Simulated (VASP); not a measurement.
Crystal: Cs2SnI6.

```
CELL_PARAMETERS angstrom
0.00000 5.81380 5.81380
5.81380 0.00000 5.81380
5.81380 5.81380 0.00000
ATOMIC_POSITIONS crystal
Cs 0.25000 0.25000 0.25000
Cs 0.75000 0.75000 0.75000
Sn 0.00000 0.00000 0.00000
I 0.75464 0.24536 0.24536
I 0.24536 0.75464 0.24536
I 0.24536 0.75464 0.75464
I 0.75464 0.24536 0.75464
I 0.24536 0.24536 0.75464
I 0.75464 0.75464 0.24536
```

```yaml
Program: VASP 6.6.1
Task: relaxation of cell and atoms
Functional: LDA
Potentials_or_basis: VASP PAW LDA potentials, release 64 (Cs_sv, Sn_d, I)
Cutoff: 600 eV
k_mesh: 6 × 6 × 6
Occupations: gaussian, width 0.03 eV
Spin: no spin polarisation
```

At the start: pressure -0.9 GPa; volume 43.67 Å³/atom.

Task: How do energy, volume and symmetry change on relaxing?

Result: Over 9 steps the energy falls by 14.4 meV/atom and the volume is 40.04 Å³/atom (-8.3 %); space group Fm-3m (No. 225, to 0.05 Å).

The path:
```tsv
step	energy change (eV)	largest force (eV/Å)	pressure (GPa)	volume (Å³)
1	0.0000	0.0833	-0.92	393.02
2	-0.0538	0.2702	-0.18	379.00
3	-0.0578	0.3324	0.07	374.73
4	-0.0891	0.2553	0.05	370.56
5	-0.1281	0.0594	0.09	360.52
6	-0.1290	0.0205	0.11	358.61
7	-0.1290	0.0270	0.11	358.93
8	-0.1291	0.0127	-0.10	361.61
9	-0.1295	0.0055	0.00	360.36
```

Final structure:
```yaml
crystal:
  lattice:
    - [0.00000, 5.64809, 5.64809]
    - [5.64809, 0.00000, 5.64809]
    - [5.64809, 5.64809, 0.00000]
  atoms:
    - { symbol: Cs, position: [0.25000, 0.25000, 0.25000] }
    - { symbol: Cs, position: [0.75000, 0.75000, 0.75000] }
    - { symbol: Sn, position: [0.00000, 0.00000, 0.00000] }
    - { symbol: I, position: [0.74794, 0.25206, 0.25206] }
    - { symbol: I, position: [0.25206, 0.74794, 0.25206] }
    - { symbol: I, position: [0.25206, 0.74794, 0.74794] }
    - { symbol: I, position: [0.74794, 0.25206, 0.74794] }
    - { symbol: I, position: [0.25206, 0.25206, 0.74794] }
    - { symbol: I, position: [0.74794, 0.74794, 0.25206] }
```
